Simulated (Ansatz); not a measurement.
The system is Pd.

```
CELL_PARAMETERS angstrom
2.78367 0.00000 0.00000
-1.39183 2.41072 0.00000
0.00000 0.00000 4.62889
ATOMIC_POSITIONS crystal
Pd 0.33333 0.66667 0.25000
Pd 0.66667 0.33333 0.75000
```

This isn't the form of Pd at room conditions, which is fcc.

Base run:

| Item | Value |
| --- | --- |
| Program | Ansatz 0.2.0 |
| Functional | PBEsol |
| Potentials or basis | all-electron LAPW, inner shells corrected to Dirac's equation |
| Cutoff | 260 eV (chosen from the basis error) |
| Basis error allowed | 0.001 eV/atom |
| k mesh | 11 × 11 × 6 |
| Occupations | fermi-dirac, width 0.05 eV |
| Spin | no spin polarisation |

Its results: pressure -10.4 GPa.

**Question.** After a change of settings the same cell gave: pressure -1.4 GPa. Which change was it?
A. potentials or basis from all-electron LAPW, inner shells corrected to Dirac's equation to all-electron LAPW, scalar-relativistic
B. potentials or basis from all-electron LAPW, inner shells corrected to Dirac's equation to all-electron PAW datasets made for the crystal
C. potentials or basis from all-electron LAPW, inner shells corrected to Dirac's equation to all-electron LAPW, scalar-relativistic; k mesh from 11 × 11 × 6 to 8 × 8 × 4
D. potentials or basis from all-electron LAPW, inner shells corrected to Dirac's equation to all-electron LAPW, non-relativistic

**Answer.** D.

Caveats: relativity is left out, which matters for the heavier elements (some runs).

The runs don't all hold the same shells in valence.
